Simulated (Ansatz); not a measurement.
CdS (Hawleyite):

```
Cd S
1.0
     0.00000    2.91650    2.91650
     2.91650    0.00000    2.91650
     2.91650    2.91650    0.00000
Cd S
1 1
Direct
  0.00000 0.00000 0.00000
  0.75000 0.75000 0.75000
```

| Quantity | Value |
| --- | --- |
| Program | Ansatz 0.2.0 |
| Task | relaxation of cell and atoms |
| Functional | PBEsol |
| Dispersion | D4 |
| Potentials or basis | Ansatz PAW |
| Cutoff | 420 eV (not typed: the program's choice for these potentials) |
| k mesh | 8 × 8 × 8 |
| Occupations | fermi-dirac, width 0.05 eV |
| Spin | no spin polarisation |

At the start: volume 24.81 Å³/atom.

Problem. Where does the relaxation end?

Solution. It ends after 3 steps and the volume is 24.25 Å³/atom (-2.3 %); space group F-43m (No. 216, to 0.05 Å).

The path:
```csv
step,energy change (eV),largest force (eV/Å),volume (Å³)
1,0.0000,0.0000,49.62
2,-0.0053,0.0000,48.49
3,-0.0052,0.0000,48.49
```

Final structure:
```xyz
2
Lattice="0.0000 2.8943 2.8943 2.8943 0.0000 2.8943 2.8943 2.8943 0.0000" Properties=species:S:1:pos:R:3 pbc="T T T"
Cd    0.0000    0.0000    0.0000
S     4.3415    4.3415    4.3415
```

Caveat: the plane-wave basis is chosen anew once the cell has moved, so the energies of steps on either side of that aren't comparable; the PAW data sets come from PBE, with cores solved anew for the run's functional, which leaves a small shift of forces and pressure.
